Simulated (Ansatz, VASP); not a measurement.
# Pd: VASP beside Ansatz

```xyz
2
Lattice="0.0000 2.2563 2.2563 2.2563 0.0000 2.2563 2.2563 2.2563 0.0000" Properties=species:S:1:pos:R:3 pbc="T T T"
Pd   -0.5641   -0.5641   -0.5641
Pd    0.5641    0.5641    0.5641
```

Change from the starting cell: volume scaled by 0.5, LAPW.

Alike in both runs: task single point; functional PBEsol; k mesh 12 × 12 × 12; occupations fermi-dirac, width 0.05 eV; no spin polarisation.

|  | VASP | Ansatz |
| --- | --- | --- |
| version | VASP 6.6.1 | Ansatz 0.2.0 |
| potentials or method | VASP PAW PBE potentials, release 64 (Pd), cutoff 520 eV | all-electron LAPW, scalar-relativistic |

|  | VASP | Ansatz | Ansatz less VASP |
| --- | --- | --- | --- |
| pressure (GPa) | 297.1 | 344.1 | +46.99 |

Ansatz ran all-electron here, so the differences hold the error of VASP's frozen core and of both bases.

Caveats: the cell as given lies far from equilibrium; so large a pressure means that the cell lies far from this level's equilibrium, or that cutoff or potentials fall short (VASP); the potentials were made for another functional, which shifts forces and pressure (VASP).
